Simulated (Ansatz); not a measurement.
**Au: hydrostatic pressure series**

Computed with DFT PBEsol, scalar-relativistic, plane waves, PAW (Ansatz). Run with 420 eV cutoff, 18×18×18 k-mesh, Gaussian smearing of 0.10 eV, no spin polarisation.

The relaxed crystal:

```
Au
1.0
     0.00000    2.04188    2.04188
     2.04188    0.00000    2.04188
     2.04188    2.04188    0.00000
Au
1
Direct
  0.00000 0.00000 0.00000
```

Cell and atoms are relaxed at each pressure within the symmetry of the start, at zero temperature, so transitions that lower the symmetry aren't seen. The k-mesh given is that at zero pressure and may differ at others. a, b and c are the lengths of the cell vectors above.

Spin–orbit coupling is left out, which can shift energies with elements as heavy as these.

```csv
P (GPa),V (Å³/atom),V/V0,a (Å),b (Å),c (Å)
-3,17.34,1.019,2.905,2.905,2.905
0,17.03,1.000,2.888,2.888,2.888
3,16.75,0.984,2.872,2.872,2.872
8,16.35,0.960,2.849,2.849,2.849
15,15.87,0.932,2.821,2.821,2.821
30,15.08,0.886,2.773,2.773,2.773
60,13.98,0.821,2.704,2.704,2.704
```

Q: What bulk modulus and pressure derivative fit these points?

A: A third-order Birch–Murnaghan fit gives B0 = 176 GPa and B0' = 5.6.